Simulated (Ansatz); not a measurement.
# Se: a trial structure relaxed

Aim: relax a trial structure of Se and see where it ends.

Computed with Ansatz 0.2.0 (DFT PBE+D3(BJ), scalar-relativistic, plane waves, PAW, unless a step's input says otherwise).

## 1. The starting structure

It takes space group P-3m1 (No. 164, trigonal). Conventional cell: a = 3.791 Å, b = 3.791 Å, c = 4.434 Å, α = 90.00°, β = 90.00°, γ = 120.00°. Around Se (site symmetry 3m) lie 3 Se at 2.54 Å.

Structure file:

```
Se
1.0
     3.79109    0.00000    0.00000
    -1.89555    3.28318    0.00000
     0.00000    0.00000    4.43384
Se
2
Direct
  0.66667 0.33333 0.14478
  0.33333 0.66667 0.85522
```

The cell is invented: sheets of the As type stacked in turn (P-3m1, No. 164). The dimensions are guesses.

## 2. A first look at the guess

The input, input.yaml:

```yaml
crystal:
  lattice:
    - [3.79109146, 0.0, 0.0]
    - [-1.89554573, 3.28318151, 0.0]
    - [0.0, 0.0, 4.43384149]
  atoms:
    - { symbol: Se, position: [0.66666667, 0.33333333, 0.14477756] }
    - { symbol: Se, position: [0.33333333, 0.66666667, 0.85522244] }
basis:
  ecutwfc: 420
kpoints:
  mp_grid: { grid: [6, 6, 4] }
hamiltonian:
  xc: pbe
  dispersion: d3bj
scf:
  occupations: { method: gaussian, width: 0.1 }
  lower_state_search: "off"
output:
  forces: true
  stress: true
  eigenvalues: true
```

Started as:

```sh
> ansatz run input.yaml --threads 1 --pin off --max-ram 2560MiB --backend cpu --events-out ev --progress --plain --runs-dir out
```

The session goes on with these runs: rough relaxation on the coarse mesh; full relaxation.

What does the calculation give? Wanted: conventional cell; volume; energy over the standard state; gap on the mesh.

**Answer**, as computed:

```
                              quantity                                                                       value
symmetry at the end (tolerance 0.05 Å)                                              space group P6_3/mmc (No. 194)
                     conventional cell  a = 3.591 Å, b = 3.591 Å, c = 3.812 Å, α = 90.00°, β = 90.00°, γ = 120.00°
                                volume                                                               21.28 Å³/atom
        energy over the standard state                                                               +0.29 eV/atom
                       gap on the mesh                                                                none (metal)
```

**Reading.** The symmetry goes from space group P-3m1 (No. 164) to space group P6_3/mmc (No. 194), and the volume per atom shrinks by 22.9 % from the first guess. It lies above the element's standard state, so it is metastable at best. No finished test with a distortion of lower symmetry is shown, so the end may be a saddle point. The final runs have no spin polarisation, so no magnetic state was tried and one may lie lower.
